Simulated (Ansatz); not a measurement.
Molecular dynamics of WC

Input file:

```yaml
accuracy: low
crystal:
  lattice:
    - [-2.939012, -5.090518, 0.0]
    - [4.408518, -2.545259, 0.0]
    - [0.0, 0.0, 5.752397]
  atoms:
    - { symbol: W, position: [0.75, 0.5, 0.0] }
    - { symbol: C, position: [0.5, 0.6666667, 0.25] }
    - { symbol: W, position: [0.75, 0.5, 0.5] }
    - { symbol: C, position: [0.5, 0.6666667, 0.75] }
    - { symbol: W, position: [0.5, 0.0, 0.0] }
    - { symbol: C, position: [0.25, 0.1666667, 0.25] }
    - { symbol: W, position: [0.5, 0.0, 0.5] }
    - { symbol: C, position: [0.25, 0.1666667, 0.75] }
    - { symbol: W, position: [0.25, 0.5, 0.0] }
    - { symbol: C, position: [0.0, 0.6666667, 0.25] }
    - { symbol: W, position: [0.25, 0.5, 0.5] }
    - { symbol: C, position: [0.0, 0.6666667, 0.75] }
    - { symbol: W, position: [0.0, 0.0, 0.0] }
    - { symbol: C, position: [0.75, 0.1666667, 0.25] }
    - { symbol: W, position: [0.0, 0.0, 0.5] }
    - { symbol: C, position: [0.75, 0.1666667, 0.75] }
basis:
  ecutwfc: 420.0
kpoints:
  mp_grid: { grid: [2, 3, 3] }
hamiltonian:
  xc: pbe
  pseudopotentials: { kind: paw, azcp: { folder: soft_1 } }
scf:
  occupations: { method: fermi_dirac, width: 0.36 }
  lower_state_search: "off"
md:
  timestep: 0.75
  n_steps: 170
  ensemble: nvt_langevin
  temperature: 4200.0
  initial_velocities: maxwell_boltzmann
  seed: 731671
  friction: 0.02
```

Command:

```bash
$ ansatz run input.yaml --threads 2 --pin off --max-ram 5120MiB --backend cpu --events-out ev --progress --plain --runs-dir out
```

It starts from a structure without forces on its atoms.

Output, in part (step lines):

```
md step     0: t =     0.00 fs  T =  3937.5 K  F+E_penalty+E_count = -85097.74063454 eV  E_kin = 8.143380 eV  (9 SCF iters)
md step     1: t =     0.75 fs  T =  4044.2 K  F+E_penalty+E_count = -85097.71030794 eV  E_kin = 8.364054 eV  (6 SCF iters)
md step     2: t =     1.50 fs  T =  4261.0 K  F+E_penalty+E_count = -85097.61543794 eV  E_kin = 8.812336 eV  (6 SCF iters)
md step     3: t =     2.25 fs  T =  4472.5 K  F+E_penalty+E_count = -85097.45248142 eV  E_kin = 9.249756 eV  (6 SCF iters)
md step     4: t =     3.00 fs  T =  3953.2 K  F+E_penalty+E_count = -85097.23016514 eV  E_kin = 8.175927 eV  (6 SCF iters)
md step     5: t =     3.75 fs  T =  3923.0 K  F+E_penalty+E_count = -85096.95539518 eV  E_kin = 8.113398 eV  (5 SCF iters)
md step     6: t =     4.50 fs  T =  3631.5 K  F+E_penalty+E_count = -85096.62832804 eV  E_kin = 7.510481 eV  (5 SCF iters)
md step     7: t =     5.25 fs  T =  3708.7 K  F+E_penalty+E_count = -85096.26104786 eV  E_kin = 7.670256 eV  (5 SCF iters)
[... lines left out ...]
md step   169: t =   126.75 fs  T =  4154.4 K  F+E_penalty+E_count = -85090.25443834 eV  E_kin = 8.592006 eV  (5 SCF iters)
md step   170: t =   127.50 fs  T =  4079.0 K  F+E_penalty+E_count = -85090.47279678 eV  E_kin = 8.436074 eV  (7 SCF iters)
```

The steps, from the saved trajectory:

| time (fs) | T (K) | potential energy less start (eV) |
| --- | --- | --- |
| 0 | 3938 | 0.000 |
| 3.75 | 3923 | 0.785 |
| 7.5 | 3380 | 2.747 |
| 11.25 | 2400 | 4.467 |
| 15 | 2390 | 5.291 |
| 18.75 | 2650 | 5.235 |
| 22.5 | 3258 | 4.656 |
| 26.25 | 2610 | 4.454 |
| 30 | 2400 | 4.893 |
| 33.75 | 1889 | 5.612 |
| 37.5 | 1618 | 6.109 |
| 41.25 | 1526 | 6.052 |
| 45 | 2387 | 5.866 |
| 48.75 | 2716 | 5.902 |
| 52.5 | 2958 | 6.236 |
| 56.25 | 2656 | 6.994 |
| 60 | 2685 | 7.320 |
| 63.75 | 3566 | 7.246 |
| 67.5 | 3664 | 7.417 |
| 71.25 | 3507 | 7.465 |
| 75 | 2706 | 7.555 |
| 78.75 | 2819 | 7.462 |
| 82.5 | 3494 | 6.994 |
| 86.25 | 3795 | 6.689 |
| 90 | 3502 | 6.828 |
| 93.75 | 3551 | 6.787 |
| 97.5 | 3358 | 6.439 |
| 101.25 | 2893 | 6.028 |
| 105 | 3914 | 5.676 |
| 108.75 | 3924 | 5.511 |
| 112.5 | 4558 | 6.227 |
| 116.25 | 3905 | 7.079 |
| 120 | 3638 | 7.596 |
| 123.75 | 3589 | 7.842 |
| 127.5 | 4079 | 7.268 |

All steps were run. The mean temperature of the second half is 14 % below the set value. A run of 0.13 ps of so small a system gives no equilibrium averages. Limits of this set-up: coarse k mesh, low accuracy level.

Mean squared displacements from the first frame to the last, about the centre of mass: W 0.03 Å², C 0.08 Å².

Last frame:

```xyz
16
Lattice="-2.9390 -5.0905 0.0000 4.4085 -2.5453 0.0000 0.0000 0.0000 5.7524" Properties=species:S:1:pos:R:3
W -0.054 -4.730 0.036
C 1.683 -4.114 1.260
W -0.018 -4.767 2.766
C 1.267 -3.987 4.234
W -1.667 -2.240 -0.035
C 0.105 -1.652 1.260
W -1.557 -2.262 2.947
C -0.273 -1.236 4.540
W 1.511 -2.233 -0.141
C 2.870 -1.245 1.466
W 1.594 -2.212 2.761
C 3.132 -1.301 4.371
W -0.118 0.143 0.090
C -1.310 -3.994 1.631
W 0.121 0.133 2.786
C -1.518 -4.105 4.473
```

The run took 19 min on 2 threads of Arm Neoverse V2, on a shared host, peak memory 0.61 GiB.
